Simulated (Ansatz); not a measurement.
MgF2:
```xyz
6
Lattice="4.5570 0.0000 0.0000 0.0000 4.5570 0.0000 0.0000 0.0000 3.0137" Properties=species:S:1:pos:R:3 pbc="T T T"
Mg     2.2785     2.2785     1.5069
Mg     0.0000     0.0000     0.0000
F      3.1762     3.1762     0.0000
F      1.3808     1.3808     0.0000
F      3.6593     0.8977     1.5069
F      0.8977     3.6593     1.5069
```

x, y and z are the axes in which the lattice vectors are written.

**Question.** Give the high-frequency dielectric tensor and the Born effective charge tensors of the independent atoms from DFPT, the program Ansatz at the LDA level (PAW).

**Answer.** 
ε∞:
```
2.05  0.00  0.00
0.00  2.05  0.00
0.00  0.00  2.08
```
Z* of atom 1 (Mg), rows: field, columns: displacement, in e:
```
 1.96  -0.04   0.00
-0.04   1.96   0.00
 0.00   0.00   2.06
```
Z* of atom 3 (F), rows: field, columns: displacement, in e:
```
-0.98  -0.20   0.00
-0.20  -0.98   0.00
 0.00   0.00  -1.03
```

Space group P4_2/mnm (rutile). Symmetry was held in the LDA relaxation.

Potentials: the earlier of the program's two PAW sets. The files were generated under PBE; for other functionals the program regenerates the frozen cores, and for LDA and PBEsol the local potential too.
